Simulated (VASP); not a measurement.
Set up this calculation in VASP 6.6.1, as the native input.

```yaml
Task: single point
Functional: PBEsol
Potentials_or_basis: VASP PAW PBE potentials, release 64 (Zr_sv, H)
Cutoff: 520 eV
k_mesh: 6 × 6 × 6
Occupations: fermi-dirac, width 0.05 eV
Spin: no spin polarisation
Dipole_correction: no
Further_INCAR_settings: ALGO = Fast; EDIFF = 1e-06; NBANDS = 14
```

The structure of ZrH2 lies in POSCAR:

```
ZrH2
1.0
    0.0000000000      2.4092300000      2.4092300000
    2.4092300000      0.0000000000      2.4092300000
    2.4092300000      2.4092300000      0.0000000000
Zr H
1 2
Direct
    0.0000000000      0.0000000000      0.0000000000
    0.7500000000      0.7500000000      0.7500000000
    0.2500000000      0.2500000000      0.2500000000
```

The cell is a database's computed one.

These files were run (other wordings do the same):

INCAR

```
PREC = Accurate
ENCUT = 520
EDIFF = 1E-6
ISMEAR = -1
SIGMA = 0.05
LREAL = F
LASPH = T
NELM = 100
ALGO = Fast
ISIF = 2
LWAVE = F
LCHARG = F
GGA = PS
NBANDS = 14
```

KPOINTS

```
Automatic mesh
0
Gamma
  6 6 6
```

Potentials or basis: VASP PAW PBE potentials, release 64 (Zr_sv, H).

The run is started by

```console
$ cat potpaw_PBE.64/Zr_sv/POTCAR potpaw_PBE.64/H/POTCAR > POTCAR
$ mpirun -np 1 vasp_std > vasp.out
```

It gave:

```json
{"Pressure": "-4.7 GPa", "Band gap on the k mesh": "none (metal or under the smearing width)"}
```

Caveat: the k mesh is coarse (spacing up to 0.38 Å⁻¹), so the values aren't converged; the PAW data sets were made with another functional, which shifts forces and pressure a little.

It took 6.5 s on 1 thread of Intel(R) Xeon(R) 6975P-C (Granite Rapids), on a shared host, peak memory 0.15 GiB.
